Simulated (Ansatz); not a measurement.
Equation of state of Sn

Space group Immm (No. 71). a = 3.382 Å, b = 3.909 Å, c = 4.216 Å, α = 90.00°, β = 90.00°, γ = 90.00°
| atom | site | symmetry | x | y | z |
| --- | --- | --- | --- | --- | --- |
| Sn | 2a | mmm | 0.0000 | 0.0000 | 0.0000 |

The runs use the primitive cell with vectors (-1.691, 1.955, 2.108), (1.691, -1.955, 2.108), (1.691, 1.955, -2.108) Å, to which the k mesh refers.

Structure from Materials Project entry mp-1056308 (possibly hypothetical), not relaxed further.

No spin–orbit coupling, which matters for the heavy atoms here.

All numbers are computed: DFT, LDA, all-electron LAPW, scalar-relativistic (Ansatz 0.2.0); DFT, LDA, PAW with Ansatz's default frozen-core files, scalar-relativistic (Ansatz 0.2.0).

For LAPW: a Γ-centred 13×13×13 k mesh, Fermi–Dirac smearing of 0.08 eV, basis error target 0.25 meV/atom, no spin polarisation. PAW takes a cutoff of 420 eV at this cell (files made with PBE, cores remade for this functional). The Ansatz runs share mesh, smearing and spin set-up. Plane-wave (PAW) pressures include the program's estimate of the Pulay term.

The cell above is scaled evenly, with fractional coordinates and shape held.

```json
{"V/V(cell)": "0.9405", "V (Å³/atom)": "26.214", "P, LAPW (GPa)": "-1.01", "P, PAW (GPa)": "-1.02", "free energy over the lowest listed, PAW (meV/atom)": "0.0"}
{"V/V(cell)": "0.9700", "V (Å³/atom)": "27.036", "P, LAPW (GPa)": "-2.55", "P, PAW (GPa)": "-2.56", "free energy over the lowest listed, PAW (meV/atom)": "9.3"}
{"V/V(cell)": "1.0000", "V (Å³/atom)": "27.872", "P, LAPW (GPa)": "-3.86", "P, PAW (GPa)": "-3.87", "free energy over the lowest listed, PAW (meV/atom)": "26.2"}
{"V/V(cell)": "1.0300", "V (Å³/atom)": "28.709", "P, LAPW (GPa)": "-4.95", "P, PAW (GPa)": "-4.95", "free energy over the lowest listed, PAW (meV/atom)": "49.3"}
{"V/V(cell)": "1.0600", "V (Å³/atom)": "29.545", "P, LAPW (GPa)": "-5.85", "P, PAW (GPa)": "-5.85", "free energy over the lowest listed, PAW (meV/atom)": "77.5"}
```
